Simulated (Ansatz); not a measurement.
Runs of Ansatz 0.2.0 on CoO. It takes space group Fm-3m (No. 225, cubic). Conventional cell: a = 4.263 Å, b = 4.263 Å, c = 4.263 Å, α = 90.00°, β = 90.00°, γ = 90.00°. Co (site symmetry m-3m) has 6 O at 2.13 Å as nearest neighbours. Around O (site symmetry m-3m) lie 6 Co at 2.13 Å. 

```csv
task,level,U,cell,k mesh,smearing,points for each segment of the path,atoms under strain,hubbard projectors,double counting,gap on the mesh (eV),pressure (GPa),moment (μB),relaxed volume (Å³/atom)
relaxation of cell and atoms,RPBE,-,relaxed,11 × 11 × 11,fermi-dirac 0.05 eV,-,-,-,-,-,0.0,(b),9.93
band structure,revPBE,-,as given,11 × 11 × 11,fermi-dirac 0.05 eV,14,-,-,-,none,2.6,2.95,-
relaxation of cell and atoms,revPBE,-,relaxed,11 × 11 × 11,fermi-dirac 0.05 eV,-,-,-,-,none,0.0,(a),9.83
band structure,BLYP,-,as given,11 × 11 × 11,fermi-dirac 0.05 eV,14,-,-,-,none,4.9,2.82,-
relaxation of cell and atoms,PBEsol+D3(BJ),-,relaxed,11 × 11 × 11,fermi-dirac 0.05 eV,-,-,-,-,none,0.0,2.94,9.61
relaxation of cell and atoms,PBEsol,-,relaxed,11 × 11 × 11,fermi-dirac 0.05 eV,-,-,-,-,-,0.0,2.80,9.08
relaxation of cell and atoms,PBEsol+D4,-,relaxed,11 × 11 × 11,fermi-dirac 0.05 eV,-,-,-,-,-,0.0,2.76,8.97
relaxation of cell and atoms,PBE+D4,-,relaxed,11 × 11 × 11,fermi-dirac 0.05 eV,-,-,-,-,none,0.0,2.86,9.39
single point,PBE,-,as given,11 × 11 × 11,gaussian 0.05 eV,-,-,-,-,none,-1.7,2.96,-
elastic constants,PBEsol,-,as given,8 × 8 × 8,fermi-dirac 0.05 eV,-,clamped,-,-,none,(c),2.93,-
Born charges and dielectric tensor,PBEsol+U,Co d U = 3.5 eV,as given,11 × 11 × 11,fermi-dirac 0.02 eV,-,-,ortho-atomic (the default),fll (the default),(d),-,3.00,-
```

Alike in all rows: potentials or basis Ansatz PAW; spin collinear, ferromagnetic start; cutoff (eV) 420.

**Question.** Estimate the missing entries.

**Answer.** (a) 2.97; (b) 2.98; (c) -11.1; (d) 1.24.

Caveats: a cell with one magnetic atom can't hold antiferromagnetic order, which such compounds often take; the PAW data sets come from PBE, with cores solved anew for the run's functional, which leaves a small shift of forces and pressure (some runs); semilocal functionals often make such compounds metallic where correlation or magnetic order opens a gap, which also shifts bond lengths (some runs); the plane-wave basis is chosen anew once the cell has moved, so the energies of steps on either side of that aren't comparable (some runs); pairwise dispersion overbinds metals, which lowers pressure and volume (some runs); the cell is more than 3 GPa from zero pressure, which shifts response properties (some runs); the elastic tensor has a negative eigenvalue, so either the cell is unstable as it stands or the mesh is too thin (some runs).

A k mesh can miss the band edges.

A gap of «none» marks a metal or a gap under the smearing width.
